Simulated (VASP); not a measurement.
Wanted: the native input for a VASP 6.6.1 run.

```
Task                   : single point
Functional             : PBE
Potentials or basis    : VASP PAW PBE potentials, release 64 (Fe, O)
Cutoff                 : 520 eV
k mesh                 : 8 × 8 × 8
Occupations            : gaussian, width 0.05 eV
Spin                   : collinear spin, random start
Starting moments       : [2.6, 0.0] μB
Hubbard terms          : Fe d U = 8 eV
Further INCAR settings : ALGO = Normal; EDIFF = 1e-07
```

The structure of FeO lies in POSCAR:

```
FeO
1.0
    0.0000000000      2.1554001600      2.1554001600
    2.1554001600      0.0000000000      2.1554001600
    2.1554001600      2.1554001600      0.0000000000
Fe O
1 1
Direct
    0.0000000000      0.0000000000      0.0000000000
    0.5000000000      0.5000000000      0.5000000000
```

The input as run:

INCAR

```
SYSTEM = FeO
ALGO     = Normal         ! electronic algorithm
EDIFF    = 1E-7           ! SCF threshold, eV
ENCUT    = 520            ! plane-wave cutoff, eV
GGA      = PE             ! functional
ISIF     = 2              ! what is computed and relaxed
ISMEAR   = 0              ! smearing method
ISPIN    = 2              ! spin polarisation
LASPH    = .True.         ! aspherical terms in the spheres
LCHARG   = .True.         ! write CHGCAR
LDAU     = .True.         ! DFT+U
LDAUJ    = 0 0          
LDAUL    = 2 -1           ! shell
LDAUPRINT= 1            
LDAUTYPE = 2            
LDAUU    = 8 0            ! U, eV
LELF     = .True.         ! ELF
LMAXMIX  = 4              ! l up to which the mixer works
LORBIT   = 11             ! projections on sites
LREAL    = .False.        ! projectors in reciprocal space
LVHAR    = .True.       
LWAVE    = .False.        ! write WAVECAR
MAGMOM   = 2.6 0          ! initial moments
NELM     = 150            ! most SCF steps
PREC     = Accurate       ! precision mode
SIGMA    = 0.05           ! smearing width, eV
```

KPOINTS

```
k-points
0
Gamma
  8 8 8
  0 0 0
```

Potentials or basis: VASP PAW PBE potentials, release 64 (Fe, O).

The run is started by

```bash
$ cat potpaw_PBE.64/Fe/POTCAR potpaw_PBE.64/O/POTCAR > POTCAR
$ mpirun -np 1 vasp_std > vasp.out
```

It gave:

* Pressure: -2.9 GPa
* Band gap on the k mesh: none (metal or under the smearing width)
* Net moment: 4.00 μB per cell
* Site moments: Fe +4.01; O +0.12 μB
* Valence electrons inside the program's atomic spheres: Fe 6.78; O 5.02

Caveat: a cell with one magnetic atom can't hold antiferromagnetic order, which such compounds often take.

Wall time 12 s on 1 thread of AMD EPYC 9R45 96-Core Processor (Zen 5) (shared host), peak memory 0.12 GiB.
